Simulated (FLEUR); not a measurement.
# free Co(001) film, 1 layer: anisotropy by force theorems, part 2 of 2

Aim: the anisotropy of free Co(001) film, 1 layer from single passes in the potential of one collinear state.

FLEUR MaX-R8.1; PBE; all-electron FLAPW film, Dirac cores, scalar-relativistic bands.

So far. Step 2 (Reference state): After 28 cycles the largest moment stands at 2.06 μB.

## Step 5: Spin–orbit coupling, moments along z

Level of this step: PBE; all-electron FLAPW film, Dirac cores, scalar-relativistic bands with spin-orbit coupling (FLEUR).

Spin–orbit coupling ties the spins to the lattice and lets orbital moments form.

A new self-consistent run of the start ferro +, with the moments along z. The k list default-1 (kpts.xml, not shown) is a Γ-centred 30×30×1 mesh.

inp.xml

```
<?xml version="1.0" encoding="UTF-8" standalone="no"?>
<fleurInput fleurInputVersion="0.39">
   <comment>
      Co
   </comment>
   <calculationSetup>
      <cutoffs Kmax="3.64" Gmax="10.9" GmaxXC="10.9" numbands="37"/>
      <scfLoop itmax="150" minDistance="0.00002" maxIterBroyd="15" imix="Anderson" alpha="0.03" precondParam="0.0" spinf="2.0" sdNocoIR="T"/>
      <coreElectrons ctail="T" frcor="F" kcrel="0" coretail_lmax="0"/>
      <xcFunctional name="pbe" relativisticCorrections="F"/>
      <magnetism jspins="2"/>
      <soc l_soc="T" theta="0.0" phi="0.0" spav="F"/>
      <expertModes spex="0" secvar="F"/>
      <geometryOptimization l_f="F" forcealpha="1.0" forcemix="BFGS" epsdisp="0.00001" epsforce="0.00001"/>
      <ldaU l_linMix="F" mixParam="0.05" spinf="1.0"/>
   </calculationSetup>
   <cell>
      <bzIntegration valenceElectrons="17.0" mode="hist" fermiSmearingEnergy="0.00183747">
         <kPointListSelection listName="default-1"/>
         <xi:include xmlns:xi="http://www.w3.org/2001/XInclude" href="kpts.xml"> </xi:include>
      </bzIntegration>
      <xi:include xmlns:xi="http://www.w3.org/2001/XInclude" href="sym.xml"> </xi:include>
      <filmLattice scale="1.0" dVac="5.3" dTilda="7.8">
         <bravaisMatrixFilm>
            <row-1>    4.7369764765348199     0.0000000000000000</row-1>
            <row-2>    0.0000000000000000     4.7369764765348199</row-2>
         </bravaisMatrixFilm>
         <vacuumEnergyParameters vacuum="1" spinUp="-.25" spinDown="-.25"/>
      </filmLattice>
   </cell>
   <atomSpecies>
      <species name="Cobalt (Co2.000" element="Co" atomicNumber="27">
         <mtSphere radius="2.25" gridPoints="745" logIncrement="0.016"/>
         <atomicCutoffs lmax="8" lnonsphr="6"/>
         <electronConfig flipSpins="F">
            <coreConfig>(1s1/2) (2s1/2) (2p1/2) (2p3/2)</coreConfig>
            <valenceConfig>(3s1/2) (3p1/2) (3p3/2) (4s1/2) (3d3/2) (3d5/2)</valenceConfig>
            <stateOccupation state="(3d3/2)" spinUp="1.5" spinDown="1.3"/>
            <stateOccupation state="(3d5/2)" spinUp="3.0" spinDown="1.2"/>
         </electronConfig>
         <energyParameters s="4" p="4" d="3" f="4"/>
         <lo type="SCLO" l="0" n="3" eDeriv="0"/>
         <lo type="SCLO" l="1" n="3" eDeriv="0"/>
      </species>
   </atomSpecies>
   <atomGroups>
      <atomGroup species="Cobalt (Co2.000">
         <filmPos label="                   1">.0000000000 .0000000000 .0000000000</filmPos>
         <force calculate="T" relaxXYZ="TTT"/>
      </atomGroup>
   </atomGroups>
   <output dos="F" band="F" slice="F">
      <bandDOS minEnergy="-.5*Htr" maxEnergy="0.5*Htr" sigma="0.015" storeEVData="T"/>
      <plotting iplot="0" polar="F">
         <plot TwoD="T" vec1="  1.0  0.0  0.0" vec2="  0.0  1.0  0.0" vec3="  0.0  0.0  1.0" zero="  0.0  0.0 -0.5" file="plot"/>
      </plotting>
      <moessbauerParams electricFieldGradient="F" isomerShift="F" coreHyperfine="F" valenceHyperfine="F"/>
   </output>
</fleurInput>
```

crystal.txt

```
Co
&input film=T cartesian=F /
2.50670000000  0.00000000000  0.00000000000
0.00000000000  2.50670000000  0.00000000000
0.00000000000  0.00000000000  1.00000000000
1.8897261246
1.0 1.0 1.0

1
27 0.00000000000  0.00000000000  0.00000000000 : 2.000

&soc 0.0000000 0.0000000 /
&kpt div1=30 div2=30 div3=1 gamma=T /
```

Run with:

```bash
$ OMP_NUM_THREADS=1 inpgen -f crystal.txt > inpgen.log  # inp.xml is then edited as shown
$ OMP_NUM_THREADS=1 mpirun -n 4 fleur_MPI > fleur.log
```

Output:

```text
[banner, memory and clock lines left out]
Welcome to FLEUR        (www.flapw.de)
      MaX-Release 8.1          (www.max-centre.eu)

 ========== k-point set info ==========
 Selected k-point list: default-1
 k-point list type: mesh
 0 x 0 x 0
 Number of k points: 228

 [... set-up left out ...]
 Iteration:     1   Distance:      17.28549475 me/bohr^3
 Iteration:     2   Distance:      14.55654330 me/bohr^3
 Iteration:     3   Distance:       7.51008412 me/bohr^3
 Iteration:     4   Distance:       5.94541759 me/bohr^3
 Iteration:     5   Distance:       3.64920203 me/bohr^3
 Iteration:     6   Distance:       3.51552535 me/bohr^3
 Iteration:     7   Distance:       1.73926775 me/bohr^3
 Iteration:     8   Distance:       1.81520695 me/bohr^3
 Iteration:     9   Distance:       0.67729748 me/bohr^3
 Iteration:    10   Distance:       0.58796456 me/bohr^3
 Iteration:    11   Distance:       0.48800670 me/bohr^3
 Iteration:    12   Distance:       0.30349851 me/bohr^3
 Iteration:    13   Distance:       0.31450493 me/bohr^3
 Iteration:    14   Distance:       0.13863305 me/bohr^3
[... lines left out ...]
 Iteration:    21   Distance:       0.00339521 me/bohr^3
 Iteration:    22   Distance:       0.00699980 me/bohr^3
 Iteration:    23   Distance:       0.00229570 me/bohr^3
 Iteration:    24   Distance:       0.00122529 me/bohr^3
 Iteration:    25   Distance:       0.00082839 me/bohr^3
 Iteration:    26   Distance:       0.00002686 me/bohr^3
 Iteration:    27   Distance:       0.00001773 me/bohr^3

 ********************************************************************
 Run finished successfully
 Stop message:
   all done
 ********************************************************************

--- out.xml (last complete iteration) ---
<iteration numberForCurrentRun="   27" overallNumber="   27">
         [... left out ...]
         <bandgap value="0.0000000000" units="eV"/>
         <sumValenceSingleParticleEnergies value="-23.3891036292" units="Htr"/>
         <FermiEnergy value="-0.1730779672" units="Htr"/>
         [... left out ...]
         <magneticMomentsInMTSpheres units="muBohr">
            <globalMagMoment atomType="1" vec="0.00000   0.00000   2.10232"/>
         </magneticMomentsInMTSpheres>
         <orbitalMomentsInMTSpheres units="muBohr">
            <globalMagMoment atomType="1" vec="0.00000   0.00000   0.11814"/>
         </orbitalMomentsInMTSpheres>
         [... left out ...]
         <totalEnergy value="    -1393.4014017362" units="Htr">
            <sumOfEigenvalues value="     -816.1376030973">
               <coreElectrons value="-792.7484994680"/>
               <valenceElectrons value="-23.3891036292"/>
            </sumOfEigenvalues>
         [... left out ...]
            <freeEnergy value="-1393.4020212414"/>
            <extrapolationTo0K value="-1393.4017114888"/>
         </totalEnergy>
         <densityConvergence units="me/bohr^3">
            <chargeDensity spin="1" distance="0.0000078896"/>
            <chargeDensity spin="2" distance="0.0000146549"/>
            <overallChargeDensity distance="0.0000177349"/>
            <spinDensity distance="0.0000154757"/>
         </densityConvergence>
      </iteration>
```

Run time: 66 s. Hardware: 4 MPI ranks of Arm Neoverse V1, shared host; peak memory 0.31 GiB; 4.4 min of CPU time.

This step gave:

```
free energy                                                       : -37916.4006 eV
program's band gap on this mesh (in a metal only a level spacing) : 0 eV
magnetization                                                     : 2.055 μB
final state                                                       : ferromagnetic
largest moment                                                    : 2.102 μB
orbital moment along the spin                                     : 0.1181 μB
```

Orbital moment in the sphere, along the spin axis by atom:

| atom | orbital moment in the sphere, along the spin axis (μB) |
| --- | --- |
| Co1 | 0.118 |

## Step 6: Results

| Item | Value |
| --- | --- |
| reference state | ferromagnetic |
| largest sphere moment | 2.06 μB |
| easy direction of those tried | the plane normal to z |
| energy along x less z, force theorem | -1.23 meV a primitive cell |
| orbital moment on the atom of largest spin, along its spin (spin–orbit run) | 0.118 μB |

In words: By the force theorem the moments prefer the plane normal to z, with no direction in it resolved; shape anisotropy is not in it, and in a film it favours the plane. The difference for the second direction goes from -1.3 meV (mesh 20×20×1, 33 states, 27 s of CPU time) to -1.2 meV (mesh 30×30×1, 33 states, 50 s). The orbital moment is parallel to the spin, as Hund's third rule has it for a shell over half filled. The state was typed, and no other order was converged beside it, so it need not be the ground state.

[Logs and program files are shortened in this print: banners, set-up blocks, solver, clock and traceback lines can be left out without a mark of their own.]

[Logs are printed without paths, hosts, clocks, repeated set-up lines and the standing remarks that a program may print on its own settings, such as how far it seeks lower states.]

[Hosts, paths, dates, database ids (printed as entryN), source tags and the programs' standing remarks are cut or masked in the printed files.]

[Where a cell is said to come from a database of computed structures, the database is the Materials Project.]
